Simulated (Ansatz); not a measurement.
# HgTe: the cost of one run

Computed with Ansatz 0.2.0 (DFT PBE, scalar-relativistic, plane waves, PAW, unless a step's input says otherwise).

3 further runs of the same task are left out: 3 set aside as unsound or not needed. Runs told in other sessions of the task aren't counted.

### 1 The structure to begin with

Symmetry: F-43m, No. 216, cubic system. The conventional cell has a = 6.650 Å, b = 6.650 Å, c = 6.650 Å, α = 90.00°, β = 90.00°, γ = 90.00°. Around Hg (site symmetry -43m) lie 4 Te at 2.88 Å. Te (site symmetry -43m) has 4 Hg at 2.88 Å in its first shell of neighbours.

Coordinates:

```
CELL_PARAMETERS angstrom
0.00000 3.32480 3.32480
3.32480 0.00000 3.32480
3.32480 3.32480 0.00000
ATOMIC_POSITIONS crystal
Hg 0.00000 0.00000 0.00000
Te 0.75000 0.75000 0.75000
```

It is the result of an earlier relaxation at this level (volume 36.75 Å³/atom; gap on the mesh: none (metal)).

### 2 The reference cell

The reference gives a free energy of -20793.7499 eV, pressure 0.02 GPa, largest force 0.000 eV/Å and gap on the mesh none (metal). It was computed beforehand with the settings of the runs below.

### 3 Zone-centre phonons by finite displacements

Contents of input.yaml:

```yaml
crystal:
  lattice:
    - [0.0, 3.3247980866, 3.3247980866]
    - [3.3247980866, 0.0, 3.3247980866]
    - [3.3247980866, 3.3247980866, 0.0]
  atoms:
    - { symbol: Hg, position: [0.0, 0.0, 0.0] }
    - { symbol: Te, position: [0.75, 0.75, 0.75] }
basis:
  ecutwfc: 420
kpoints:
  mp_grid: { grid: [16, 16, 16] }
hamiltonian:
  xc: pbe
scf:
  occupations: { method: gaussian, width: 0.15 }
output:
  eigenvalues: true
phonons:
  method: fd
  supercell: [1, 1, 1]
  amplitude: 0.02
  eigenvectors: true
  dielectric: false
```

Started as:

```bash
> ansatz run input.yaml --threads 2 --pin off --max-ram 5120MiB --backend cpu --events-out ev --progress --plain --runs-dir out
```

Q: Estimate wall time and peak memory on 2 threads of Oxide Virtual Turin-like (Zen 5), shared host.

About 70 s, with a peak of 1.2 GiB.
